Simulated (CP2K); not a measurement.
Crystal: HfN.

```
CELL_PARAMETERS angstrom
3.19047 0.00000 0.00000
1.59523 2.76302 0.00000
1.59523 0.92101 2.60500
ATOMIC_POSITIONS crystal
Hf 0.00000 0.00000 0.00000
N 0.50000 0.50000 0.50000
```

Base run:

```yaml
Program: CP2K 2026.2
Functional: PBEsol
Potentials_or_basis: POTENTIAL_UZH Hf GTH-PBE-q12, N GTH-PBE-q5; TZVP-MOLOPT-PBE-GTH basis
Density_cutoff: 6123 eV
k_mesh: 10 × 10 × 10
Occupations: fermi-dirac, width 0.0259 eV
Spin: no spin polarisation
```

Its results: band gap on the k mesh none (metal or under the smearing width); pressure -4.3 GPa.

Task: The run is repeated on the same cell with these changes: functional from PBEsol to PBE; occupations from fermi-dirac, width 0.0259 eV to fermi-dirac, width 0.1 eV. What comes out?

Result: Band gap on the k mesh none (metal or under the smearing width); pressure 2.1 GPa.

Caveats: the basis of atomic orbitals isn't converged, which shifts pressures, moduli and gaps; the potentials were made for another functional, which shifts forces and pressure (some runs).

Not every run made on this cell is shown here.
